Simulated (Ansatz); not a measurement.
Ga under changes of volume

One of the cells (17.718 Å³/atom); the others are scaled copies at fixed shape and fractional positions:

```
CELL_PARAMETERS angstrom
-1.38440 1.38440 2.31122
1.38440 -1.38440 2.31122
1.38440 1.38440 -2.31122
ATOMIC_POSITIONS crystal
Ga 0.00000 0.00000 0.00000
```

This isn't the form of Ga at room conditions, which is orthorhombic.

| Property | Result |
| --- | --- |
| Program | Ansatz 0.2.0 |
| Functional | PBEsol |
| Potentials or basis | Ansatz PAW |
| Cutoff | 420 eV (not typed: the program's choice for these potentials) |
| k mesh | 13 × 13 × 13 |
| Occupations | fermi-dirac, width 0.05 eV |
| Spin | no spin polarisation |

```tsv
volume (Å³/atom)	energy over the lowest point (meV/atom)	pressure (GPa)
16.655	11.66	4.1
17.010	4.41	2.5
17.364	?	?
17.718	0.00	-0.3
18.073	2.10	-1.5
18.427	6.62	-2.5
18.781	13.20	-3.3
```

Question: What does the run at 17.364 Å³/atom give?

Answer: Energy over the lowest point 0.65 meV/atom; pressure 1.0 GPa.

Worked out: A Birch-Murnaghan fit of order 3 (a polynomial in V^(-2/3)) to the other rows has its minimum at 17.62 Å³/atom with B0 = V·E''(V) = 64 GPa and B' = 5.3 at fixed shape and positions, which overstates the stiffness. It gives 0.66 meV/atom at 17.364 Å³/atom, against the run's 0.65, and -dE/dV = 1.0 GPa, against 1.0.

Energies are extrapolated to zero smearing.

Caveats: the PAW data sets come from PBE, with cores solved anew for the run's functional, which leaves a small shift of forces and pressure.
